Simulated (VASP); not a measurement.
# TiO (Pm-3m) in VASP: a series of runs, part 2 of 2

VASP 6.6.1.

### 3 Single point, r2SCAN+U, collinear spin, antiferromagnetic start

This run uses another cell than the first one: it holds 4 atoms, not 2.

INCAR reads:

```
SYSTEM = TiO
ALGO = Normal
EDIFF = 1E-6
ENCUT = 520
ISIF = 2
ISMEAR = 0
ISPIN = 2
LASPH = .True.
LCHARG = .True.
LDAU = .True.
LDAUJ = 0 0
LDAUL = 2 -1
LDAUPRINT = 1
LDAUTYPE = 2
LDAUU = 2 0
LELF = .True.
LMAXMIX = 4
LMIXTAU = .True.
LORBIT = 11
LREAL = .False.
LVHAR = .True.
LWAVE = .False.
MAGMOM = 1 -1 0 0
METAGGA = R2SCAN
NBANDS = 30
NELM = 60
PREC = Accurate
SIGMA = 0.05
```

KPOINTS reads:

```
k-points
0
Gamma
  7 7 4
  0 0 0
```

POSCAR reads:

```
TiO
1.0
    2.7083400800      0.0000000000      0.0000000000
    0.0000000000      2.7083400800      0.0000000000
    0.0000000000      0.0000000000      5.4166801600
Ti O
2 2
Direct
    0.0000000000      0.0000000000      0.0000000000
    0.0000000000      0.0000000000      0.5000000000
    0.5000000000      0.5000000000      0.2500000000
    0.5000000000      0.5000000000      0.7500000000
```

Potentials or basis: VASP PAW PBE potentials, release 64 (Ti_sv, O).

Launch:

```console
$ cat potpaw_PBE.64/Ti_sv/POTCAR potpaw_PBE.64/O/POTCAR > POTCAR
$ mpirun -np 1 vasp_std > vasp.out
```

OUTCAR:

```text
SYSTEM = TiO
   EDIFF = 1E-6
   ENCUT = 520
   ISIF = 2
   ISMEAR = 0
   ISPIN = 2
   LASPH = .True.
   LORBIT = 11
   LREAL = .False.
   METAGGA = R2SCAN
   NELM = 60
   PREC = Accurate

 ion  position               nearest neighbor table
   1  0.000  0.000  0.000-   3 2.35   4 2.35   3 2.35   4 2.35   3 2.35   4 2.35   3 2.35   4 2.35
                             2 2.71   2 2.71
   2  0.000  0.000  0.500-   3 2.35   4 2.35   3 2.35   4 2.35   3 2.35   4 2.35   3 2.35   4 2.35
                             1 2.71   1 2.71
   3  0.500  0.500  0.250-   1 2.35   2 2.35   1 2.35   2 2.35   1 2.35   2 2.35   1 2.35   2 2.35

   4  0.500  0.500  0.750-   1 2.35   2 2.35   1 2.35   2 2.35   1 2.35   2 2.35   1 2.35   2 2.35

  LATTYP: Found a simple tetragonal cell.
 ALAT       =     2.7083400800
 C/A-ratio  =     2.0000000000

  Lattice vectors:

 A1 = (   2.7083400800,   0.0000000000,   0.0000000000)
 A2 = (   0.0000000000,   2.7083400800,   0.0000000000)
 A3 = (   0.0000000000,   0.0000000000,   5.4166801600)

Analysis of symmetry for initial positions (statically):
=====================================================================
 Subroutine PRICEL returns following result:

  LATTYP: Found a simple cubic cell.
 ALAT       =     2.7083400800
[... 12 lines left out ...]
 Subroutine GETGRP returns: Found 16 space group operations
 (whereof 16 operations were pure point group operations)
 out of a pool of 16 trial point group operations.

The static configuration has the point symmetry D_4h.

Analysis of symmetry for dynamics (positions and initial velocities):
=====================================================================
 Subroutine PRICEL returns following result:

  LATTYP: Found a simple cubic cell.
 ALAT       =     2.7083400800
[... 12 lines left out ...]
 Subroutine GETGRP returns: Found 16 space group operations
 (whereof 16 operations were pure point group operations)
 out of a pool of 16 trial point group operations.

The dynamic configuration has the point symmetry D_4h.

[... 245 lines left out ...]
  ext. energy  EPLUGINS =         0.00000000
  ---------------------------------------------------
  free energy    TOTEN  =       -44.03321465 eV

  energy without entropy =      -44.03013140  energy(sigma->0) =      -44.03167303

 E-fermi :  11.3838     XC(G=0): -13.4844

 val. band max:       11.3034524736   @ k =   0.2857   0.1429   0.5000
 cond. band min:      11.3903639509   @ k =   0.2857   0.1429   0.2500
 fundamental gap:      0.0869114774
 Fermi energy:        11.3838072741

 spin component 1

 k-point     1 :       0.0000    0.0000    0.0000
  band No.  band energies     occupation
      1     -49.1757      1.00000
      2     -48.6848      1.00000
      3     -24.8209      1.00000
      4     -24.0002      1.00000
      5     -24.0001      1.00000
      6     -23.6797      1.00000
[... 1577 lines left out ...]
     29      22.1773      0.00000
     30      22.3885      0.00000

 [... further k-points ...]

------------------------ aborting loop because EDIFF is reached ----------------------------------------

  FORCE on cell =-STRESS in cart. coord.  units (eV):
  Direction    XX          YY          ZZ          XY          YZ          ZX
  --------------------------------------------------------------------------------------
  -------------------------------------------------------------------------------------
  Total       -2.7991778     -2.7991778     -2.3493562      0.0000000      0.0000000      0.0000000
  in kB     -112.8759684   -112.8759684    -94.7370495      0.0000000      0.0000000      0.0000000
  external PRESSURE =    -106.8296621 kB  Pullay stress =       0.0000000 kB

 VOLUME and BASIS-vectors are now :
 -----------------------------------------------------------------------------
  energy-cutoff  :      520.00
  volume of cell :       39.73
      direct lattice vectors                 reciprocal lattice vectors
     2.708340080  0.000000000  0.000000000     0.369229849  0.000000000  0.000000000
     0.000000000  2.708340080  0.000000000     0.000000000  0.369229849  0.000000000
     0.000000000  0.000000000  5.416680160     0.000000000  0.000000000  0.184614925

 POSITION                                       TOTAL-FORCE (eV/Angst)
 -----------------------------------------------------------------------------------
      0.00000      0.00000      0.00000         0.000000     -0.000000      0.000000
      0.00000      0.00000      2.70834         0.000000     -0.000000      0.000000
      1.35417      1.35417      1.35417        -0.000000      0.000000      0.000000
      1.35417      1.35417      4.06251        -0.000000      0.000000      0.000000
 -----------------------------------------------------------------------------------
    total drift:                                0.000000      0.000000      0.000000

  FREE ENERGIE OF THE ION-ELECTRON SYSTEM (eV)
  ---------------------------------------------------
  free  energy   TOTEN  =       -44.0332146470 eV

  energy  without entropy=      -44.0301314043  energy(sigma->0) =      -44.03167303

 total charge

# of ion       s       p       d       tot
------------------------------------------
    1        2.132   6.093   2.036  10.261
    2        2.132   6.093   2.036  10.261
    3        1.554   3.486   0.000   5.040
    4        1.554   3.486   0.000   5.040
--------------------------------------------------
tot          7.373  19.159   4.071  30.603

 magnetization (x)

# of ion       s       p       d       tot
------------------------------------------
    1        0.004   0.001   0.437   0.442
    2       -0.004  -0.001  -0.437  -0.442
    3        0.000   0.000   0.000   0.000
    4        0.000   0.000   0.000   0.000
--------------------------------------------------
tot          0.000   0.000   0.000   0.000
```

OSZICAR:

```text
N       E                     dE             d eps       ncg     rms          rms(c)
DAV:   1     0.447259566848E+03    0.44726E+03   -0.17816E+04  3624   0.154E+03
DAV:   2    -0.574532845754E+01   -0.45300E+03   -0.42554E+03  3732   0.466E+02
DAV:   3    -0.555398039591E+02   -0.49794E+02   -0.48393E+02  5178   0.149E+02
DAV:   4    -0.583468851753E+02   -0.28071E+01   -0.26740E+01  4890   0.293E+01
DAV:   5    -0.584092209737E+02   -0.62336E-01   -0.62015E-01  4384   0.405E+00    0.193E+01
DAV:   6    -0.466519583987E+02    0.11757E+02   -0.20242E+01  4310   0.483E+01    0.524E+00
DAV:   7    -0.431056201565E+02    0.35463E+01   -0.20575E+00  4814   0.106E+01    0.354E+00
DAV:   8    -0.433781558792E+02   -0.27254E+00   -0.92785E-01  3654   0.704E+00    0.202E+00
DAV:   9    -0.437515063429E+02   -0.37335E+00   -0.60539E-01  3750   0.520E+00    0.513E-01
DAV:  10    -0.440288061319E+02   -0.27730E+00   -0.15241E-01  4216   0.274E+00    0.359E-01
DAV:  11    -0.440295011499E+02   -0.69502E-03   -0.48752E-03  4136   0.572E-01    0.208E-01
DAV:  12    -0.440327448095E+02   -0.32437E-02   -0.61343E-03  4546   0.361E-01    0.868E-02
DAV:  13    -0.440330405525E+02   -0.29574E-03   -0.77633E-04  4052   0.201E-01    0.374E-02
DAV:  14    -0.440332016181E+02   -0.16107E-03   -0.15246E-04  4092   0.812E-02    0.233E-02
DAV:  15    -0.440331940368E+02    0.75813E-05   -0.52062E-05  4130   0.449E-02    0.146E-02
DAV:  16    -0.440332146873E+02   -0.20650E-04   -0.16285E-05  4024   0.302E-02    0.292E-03
DAV:  17    -0.440332146470E+02    0.40252E-07   -0.16730E-06  2924   0.100E-02
   1 F= -.44033215E+02 E0= -.44031673E+02  d E =-.308324E-02  mag=     0.0000
```

stdout:

```text
POSCAR found type information on POSCAR TiO
 POSCAR found :  2 types and       4 ions
 scaLAPACK will be used
 -----------------------------------------------------------------------------
|                                                                             |
|                                                                             |
|     You enforced a specific xc type in the INCAR file but a different       |
|     I HOPE YOU KNOW WHAT YOU ARE DOING!                                     |
|                                                                             |
 -----------------------------------------------------------------------------

 LDA part: xc-table for (None), standard interpolation
 POSCAR, INCAR and KPOINTS ok, starting setup
 FFT: planning ... GRIDC
 FFT: planning ... GRID_SOFT
 FFT: planning ... GRID
 WAVECAR not read
 entering main loop
```

Run time: 4.5 min. Hardware: 1 thread of Intel Xeon Platinum 8259CL at 2.50GHz (Skylake/Cascade Lake), shared host; peak memory 0.2 GiB.

Results:

```yaml
Free_energy: -44.0332 eV
Pressure: -10.7 GPa
Band_gap_on_the_k_mesh: none (metal or under the smearing width)
Net_moment: 0.00 μB per cell
Site_moments: Ti +0.44, -0.44; O +0.00 μB
Valence_electrons_inside_the_program's_atomic_spheres: Ti 10.26; O 5.04
```

Stress tensor (GPa, compression positive):
```
-11.29   0.00   0.00
  0.00 -11.29   0.00
  0.00   0.00  -9.47
```

Eigenvalues of the final occupation matrices:
| site | spin | trace | eigenvalues |
| --- | --- | --- | --- |
| site 1 d | 1 | 1.25 | 0.07 0.07 0.07 0.39 0.66 |
| site 1 d | 2 | 0.81 | 0.06 0.06 0.06 0.19 0.43 |
| site 2 d | 1 | 0.81 | 0.06 0.06 0.06 0.19 0.43 |
| site 2 d | 2 | 1.25 | 0.07 0.07 0.07 0.39 0.66 |

Caveat: the PAW data sets were made with another functional, which shifts forces and pressure a little.

### 4 Single point, r2SCAN+U, collinear spin, zero start

INCAR reads:

```
PREC = Accurate
ENCUT = 520
EDIFF = 1E-6
ISMEAR = 0
SIGMA = 0.05
LREAL = F
LASPH = T
NELM = 80
ALGO = Normal
ISIF = 2
LWAVE = F
LCHARG = T
ISPIN = 2
MAGMOM = 0 0
LORBIT = 11
LMAXMIX = 4
LDAU = T
LDAUTYPE = 2
LDAUL = 2 -1
LDAUU = 2 0
LDAUJ = 0 0
LDAUPRINT = 1
METAGGA = R2SCAN
LMIXTAU = T
LELF = T
LVHAR = T
```

KPOINTS reads:

```
Automatic mesh
0
Gamma
  7 7 7
```

POSCAR reads:

```
TiO
1.0
    2.7083400800      0.0000000000      0.0000000000
    0.0000000000      2.7083400800      0.0000000000
    0.0000000000      0.0000000000      2.7083400800
Ti O
1 1
Direct
    0.0000000000      0.0000000000      0.0000000000
    0.5000000000      0.5000000000      0.5000000000
```

Launch:

```console
$ cat potpaw_PBE.64/Ti_sv/POTCAR potpaw_PBE.64/O/POTCAR > POTCAR
$ mpirun -np 1 vasp_std > vasp.out
```

Wall time 2 min (1 thread of Intel Xeon Platinum 8259CL at 2.50GHz (Skylake/Cascade Lake), shared host); peak memory 0.14 GiB.

It converged, with:

```
Free energy                                           : -21.9659 eV
Pressure                                              : -12.9 GPa
Band gap on the k mesh                                : none (metal or under the smearing width)
Net moment                                            : 0.21 μB per cell
Site moments                                          : Ti +0.18; O +0.01 μB
Valence electrons inside the program's atomic spheres : Ti 10.26; O 5.04
```

Levels at points of the mesh, in eV from the Fermi level:
Spin up:
| k point | band 6 | band 7 | band 8 | band 9 | band 10 | band 11 | band 12 | band 13 |
| --- | --- | --- | --- | --- | --- | --- | --- | --- |
| (0.00, 0.00, 0.00) | -4.82 | -4.82 | -4.82 | -3.28 | -3.28 | 1.55 | 3.04 | 3.04 |
Spin down:
```tsv
k point	band 6	band 7	band 8	band 9	band 10	band 11	band 12	band 13
(0.00, 0.00, 0.00)	-4.78	-4.78	-4.78	-2.78	-2.78	1.73	3.13	3.13
```

Eigenvalues of the final occupation matrices:
```tsv
site	spin	trace	eigenvalues
site 1 d	1	1.11	0.07 0.07 0.07 0.46 0.46
site 1 d	2	0.94	0.06 0.06 0.06 0.37 0.37
```

Caveat: the PAW data sets were made with another functional, which shifts forces and pressure a little.

### 5 Summary

```csv
spin,k mesh,supercell matrix,gap on the mesh (eV),pressure (GPa),moment (μB)
"collinear, ferromagnetic start",7 × 7 × 7,-,none,-13.0,0.21
"collinear, antiferromagnetic start",7 × 7 × 4,"[1, 0, 0, 0, 1, 0, 0, 0, 2]",none,-10.7,0.00
"collinear, zero start",7 × 7 × 7,-,none,-12.9,0.21
```

Alike in all rows: task single point; level r2SCAN+U; potentials or basis VASP PAW PBE potentials, release 64 (Ti_sv, O); Ti d U = 2 eV; cell as given; cutoff (eV) 520; smearing gaussian 0.05 eV.

Every run on the cell as given and a fine mesh finds a metal.

Caveats: the PAW data sets were made with another functional, which shifts forces and pressure a little.

Absolute energies hang on the potentials; compare differences alone.
